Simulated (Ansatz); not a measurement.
Cubic perovskite LaAlO3 (cubic high-temperature phase) was calculated with LDA in Ansatz (PAW).

Settings: plane-wave cutoff 520 eV, 10×10×10 k mesh, Fermi–Dirac smearing 0.01 eV, scalar-relativistic PAW data made under PBE.

Pressure at four volumes; x = ln(V/10.449 Å³). One pressure is withheld.

| V (Å³/atom) | x | P (GPa) |
|---|---|---|
| 9.822 | -0.0619 | ? |
| 10.031 | -0.0408 | 9.91 |
| 10.449 | 0.0000 | -0.01 |
| 11.076 | 0.0583 | -11.50 |

Task: Pass a parabola P(x) through the three rows shown, estimate the bulk modulus and its pressure derivative near zero pressure, and predict the withheld pressure.

Result: Slopes between the rows: (-0.01 − (9.91))/(0.0000 − (-0.0408)) = -243.14 and (-11.50 − (-0.01))/(0.0583 − (0.0000)) = -197.08 GPa. Their difference over the span 0.0991 is c = 46.06/0.0991 = 464.8 GPa, so P(x) = 9.91 + (-243.14)(x − (-0.0408)) + 464.8 (x − (-0.0408))(x − (0.0000)). At the middle row B = −dP/dx = −[-243.14 + 464.8 × 0.0408] = 224.2 GPa, and B′ = dB/dP = 2c/B = 4.1. At x = -0.0619 the parabola gives 15.65 GPa; the run gives 15.72 GPa. The Birch–Murnaghan fit to the energies at all volumes has B0 = 223 GPa and B′ = 4.2.

Measured, for comparison: bulk modulus 215 ± 4 GPa (room temperature, no zero-point or thermal correction, cubic phase above 14 GPa, extrapolated to zero pressure; as tabulated in Guennou et al. (2011), arXiv:1105.1276). Computed (rounded) less measured: bulk modulus +4 %. A static lattice is as a rule a little smaller and stiffer than an uncorrected measurement, which narrows the difference in the bulk modulus and would widen misses of the other sign.

Note: the relaxation could not lower the start's symmetry, so the cell can be a saddle point above a distorted one.

Spin–orbit coupling is not included.

Ansatz is a first-principles code.
